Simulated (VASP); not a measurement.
A run of VASP 6.6.1 is set up as follows.

POSCAR

```
Pd
1.0
    1.6973996701      0.9799941565      3.1476241818
   -1.6973996701      0.9799941565      3.1476241818
    0.0000000000     -1.9599883129      3.1476241818
Pd
2
Direct
    0.2275400000      0.2275400000      0.2275400000
    0.7724600000      0.7724600000      0.7724600000
```

File INCAR.step1:

```
PREC     = Accurate       # precision mode
ENCUT    = 520            # plane-wave cutoff, eV
ISMEAR   = 0              # smearing method
SIGMA    = 0.1            # smearing width, eV
LREAL    = F              # projectors in reciprocal space
LASPH    = T              # aspherical terms in the spheres
NELM     = 100            # most SCF steps
NBANDS   = 17             # bands
GGA      = PE             # functional
ALGO     = Normal         # electronic algorithm
EDIFF    = 1E-4           # SCF threshold, eV
LWAVE    = T              # write WAVECAR
LCHARG   = F              # write CHGCAR
```

File INCAR.step2:

```
PREC     = Accurate       # precision mode
ENCUT    = 520            # plane-wave cutoff, eV
EDIFF    = 1E-7           # SCF threshold, eV
ISMEAR   = 0              # smearing method
SIGMA    = 0.1            # smearing width, eV
LREAL    = F              # projectors in reciprocal space
LASPH    = T              # aspherical terms in the spheres
NELM     = 100            # most SCF steps
ALGO     = Normal         # electronic algorithm
ISIF     = 2              # what is computed and relaxed
LWAVE    = F              # write WAVECAR
LCHARG   = F              # write CHGCAR
METAGGA  = R2SCAN         # meta-GGA
LMIXTAU  = T            
NBANDS   = 17             # bands
ISTART   = 1
```

File KPOINTS:

```
Automatic mesh
0
Gamma
  6 6 6
```

Potentials or basis: VASP PAW PBE potentials, release 64 (Pd).

Launch:

```sh
$ cat potpaw_PBE.64/Pd/POTCAR > POTCAR
$ cp INCAR.step1 INCAR
$ mpirun -np 1 vasp_std > vasp.out
$ cp INCAR.step2 INCAR
$ mpirun -np 1 vasp_std > vasp.out
```

**Question.** What does it give for the pressure?

**Answer.** 36.8 GPa.

**Question.** Predict the band gap on the k mesh.

**Answer.** None (metal or under the smearing width).

Stress tensor (GPa, compression positive):
```
42.69  0.00  0.00
 0.00 42.69  0.00
 0.00  0.00 24.87
```

Caveat: the k mesh is coarse (spacing up to 0.37 Å⁻¹), so the values aren't converged; a pressure of tens of GPa on the cell as given is suspect, and the run, the potentials or the cell itself is likely at fault; the PAW data sets were made with another functional, which shifts forces and pressure a little.
